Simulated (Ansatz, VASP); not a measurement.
# Cu: programs and potentials compared

The starting cell:

```
Cu
1.0
     0.00000    1.80750    1.80750
     1.80750    0.00000    1.80750
     1.80750    1.80750    0.00000
Cu
1
Direct
  0.00000 0.00000 0.00000
```

Alike in all runs: task relaxation of cell and atoms; functional PBE; k mesh 13 × 13 × 13; occupations fermi-dirac, width 0.05 eV; no spin polarisation; no spin-orbit coupling.

```tsv
program and potentials	plane-wave cutoff (eV)	notes	equilibrium volume (Å³/atom)
VASP, PBE PAW files Cu_pv, 600 eV	600	17 valence electrons an atom on average	11.85
Ansatz, all-electron LAPW, scalar-relativistic	-	-	11.94
VASP, PBE PAW files Cu_GW, 630 eV	630	11 valence electrons an atom on average	11.85
VASP, PBE PAW files Cu, 580 eV	580	11 valence electrons an atom on average	12.00
VASP, PBE PAW files Cu_sv_GW, 680 eV	680	19 valence electrons an atom on average	11.55
```

The equilibrium volume spans 11.55 (VASP, PBE PAW files Cu_sv_GW, 680 eV) to 12.00 Å³/atom (VASP, PBE PAW files Cu, 580 eV), with all-electron results at 11.94. Relaxations stop with a little pressure left, so the last digit of a volume isn't settled.

The functional is the same throughout but for its coding, so the spread measures potentials, basis and numerics; runs on potential files found faulty are left out.

Treating more of the core as valence doesn't bring copper's volume closer to the all-electron result. The two 11-electron potentials already differ, at 12.00 and 11.85 Å³/atom, while the 17-electron set matches the lower of them. The set that also frees 3s lies furthest from the all-electron 11.94, at 11.55. Copper's equilibrium volume is set mainly by the balance between 4s-4p bonding, with some 3d hybridisation, and the repulsion of nearly filled 3d shells. The 3s and 3p levels lie far deeper and should respond only weakly to the bonding.

The contraction to 11.55 is therefore unlikely to be a real semicore effect. It also runs against PBE's known tendency to overestimate copper's volume slightly. Possible causes are the construction of that potential or Pulay stress from a basis too small for its compact semicore states, which would bias a relaxation towards small cells; the volumes alone can't separate them. Nor does a close match in volume establish equal accuracy for the bulk modulus or the d-band position.
